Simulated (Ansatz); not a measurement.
Abstraction of H: C2H4O2 + C2H6AlS → C2H3O2 + C2H7AlS

Species: C2H4O2 (acetic acid) `CC(=O)O`, singlet; C2H6AlS `[CH3][Al][S]C`, doublet; C2H3O2 `[CH2]C(=O)O`, doublet; C2H7AlS `[CH3][AlH][S]C`, singlet. A radical takes H: the energy is the difference in strength between the C–H bond broken and the Al–H bond made.

Shapes, held fixed at every level: PBE0-D4/def2-TZVP. Flexible molecules stand in one conformer, not always the lowest. Programs: Ansatz 0.2.0. The zero-point and thermal change to 298 K, harmonic and unscaled (PBE0-D4/def2-TZVP), is -16.3 kJ/mol.

```csv
level,kind,ΔH(298 K) (kJ/mol),less CCSD(T)/CBS estimate
MP2/def2-TZVPP,perturbation theory,+78.1,+17.7
HF/def2-SVP,Hartree–Fock,+33.2,-27.2
PBE-D4/def2-TZVPP,GGA,+71.1,+10.7
PBE0-D4/def2-TZVPP,global hybrid,+66.8,+6.4
r2SCAN0-D4/def2-TZVPP,global hybrid,+55.0,-5.4
CCSD(T)/def2-SVP,coupled cluster or CI,+62.2,+1.8
CCSD/def2-TZVPP,coupled cluster or CI,+56.1,-4.3
CCSD(T)/CBS estimate,coupled cluster or CI,+60.4,0.0
```

The highest level, CCSD(T)/CBS estimate, gives ΔH(298 K) = +60.4 kJ/mol; the levels span +33.2 to +78.1. The column of differences is taken from that level and isn't an error. No measured value is set beside it here. Spin contamination: C2H3O2 (⟨S²⟩ up to 0.80). Open shells run unrestricted. The CBS estimate extrapolates MP2 from def2-TZVPP and def2-QZVPP and adds CCSD(T) − MP2 in the triple-zeta set, cores frozen.
